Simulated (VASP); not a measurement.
A run of VASP 6.6.1 is set up as follows.

File POSCAR:

```
GaAs                                    
1.0
    0.0000000000      2.8313993251      2.8313993251
    2.8313993251      0.0000000000      2.8313993251
    2.8313993251      2.8313993251      0.0000000000
  Ga              As            
     1     1
Direct
     0.0000000000000000    0.0000000000000000    0.0000000000000000
     0.2500000000000000    0.2500000000000000    0.2500000000000000
```

The input INCAR.step1:

```
PREC = Accurate
ENCUT = 520
EDIFF = 1E-5
ISMEAR = 0
SIGMA = 0.03
LREAL = F
LASPH = T
NELM = 80
ALGO = Normal
ISIF = 2
LWAVE = T
LCHARG = F
NBANDS = 16
KPAR = 2
GGA = PE
```

Contents of INCAR.step2:

```
PREC = Accurate
ENCUT = 520
EDIFF = 1E-7
ISMEAR = 0
SIGMA = 0.03
LREAL = F
LASPH = T
NELM = 80
ALGO = Normal
ISIF = 2
LWAVE = F
LCHARG = F
GGA = PE
LHFCALC = T
AEXX = 0.25
PRECFOCK = Fast
HFRCUT = -1
NBANDS = 16
KPAR = 2
ISTART = 1
```

KPOINTS

```
Automatic mesh
0
Gamma
  6 6 6
```

File KPOINTS_OPT:

```
explicit points
9
Reciprocal
 0.0000000000  0.0000000000  0.0000000000 1
 0.3750000000  0.3750000000  0.7500000000 1
 0.5000000000  0.5000000000  0.5000000000 1
 0.6250000000  0.2500000000  0.6250000000 1
 0.5000000000  0.2500000000  0.7500000000 1
 0.5000000000  0.0000000000  0.5000000000 1
 0.4000000000  0.0000000000  0.4000000000 1
 0.4250000000  0.0000000000  0.4250000000 1
 0.4500000000  0.0000000000  0.4500000000 1
```

Potentials or basis: VASP PAW PBE potentials, release 64 (Ga_d, As).

Launch:

```console
$ cat potpaw_PBE.64/Ga_d/POTCAR potpaw_PBE.64/As/POTCAR > POTCAR
$ cp INCAR.step1 INCAR
$ mpirun -np 2 vasp_std > vasp.out
$ cp INCAR.step2 INCAR
$ mpirun -np 2 vasp_std > vasp.out
```

Task: Predict the band gap along the path.

Result: 1.98 eV, direct.

Task: What does it give for the band gap on the k mesh?

Result: 1.98 eV, direct.

Task: Estimate the pressure.

Result: 0.4 GPa.

Caveat: the PAW data sets were made with another functional, which shifts forces and pressure a little.

**Measured values to compare with.**

“Evidence of valence band perturbations in GaAsN/GaAs(001): A combined variable-angle spectroscopic ellipsometry and modulated photoreflectance investigation”, 2008, arxiv:0805.2212 reports, for a bulk crystal of GaAs at 300 K: band gap 1.418 ± 0.005 eV (direct).

Measured gap of GaAs: 1.418 eV (direct; 300 K; “Evidence of valence band perturbations in GaAsN/GaAs(001): A combined variable-angle spectroscopic ellipsometry and modulated photoreflectance investigation”, 2008, arxiv:0805.2212). This calculation gives 1.98 eV (+0.56 eV). 3 values of this kind are on record (1.412 to 1.51 eV); this one was drawn at random among those near their median, those with a stated uncertainty first. Spin-orbit coupling on As, Ga is left out. The value is that of PBE0, without temperature or zero-point motion. The cell is a database's relaxed one, not the measured one, which moves gaps too.
